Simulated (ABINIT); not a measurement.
Crystal: BN.

```
N B
1.0
     0.00000    3.49532    2.16609
     1.25163    0.00000    2.16609
     1.25163    3.49532    0.00000
N B
1 1
Direct
  0.66665 0.66665 0.33335
  0.00005 0.00005 0.99995
```

Measurements of this composition are mostly on another form, of space group No. 194.

Base run:

| Item | Value |
| --- | --- |
| Program | ABINIT 10.8.3 (patched build) |
| Functional | LDA |
| Potentials or basis | JTH PAW PBE v2.0 |
| Cutoff | 844 eV |
| k mesh | 13 × 13 × 13 |
| Occupations | fermi-dirac, width 0.05 eV |
| Spin | no spin polarisation |

Its results: band gap on the k mesh 3.70 eV, indirect (least direct gap 4.51 eV); pressure -3.7 GPa; largest force 0.011 eV/Å.

**Question.** The run is repeated on the same cell with these changes: functional from LDA to PBEsol. What comes out?

**Answer.** Band gap on the k mesh 3.79 eV, indirect (least direct gap 4.58 eV); pressure 0.8 GPa; largest force 0.010 eV/Å.

PBEsol binds less tightly than LDA, so the same cell stands under more pressure.

Caveats: the PAW data sets were made with another functional, which shifts forces and pressure a little; the mesh misses the band edges, which the band path finds closer together; the atomic spheres overlap.
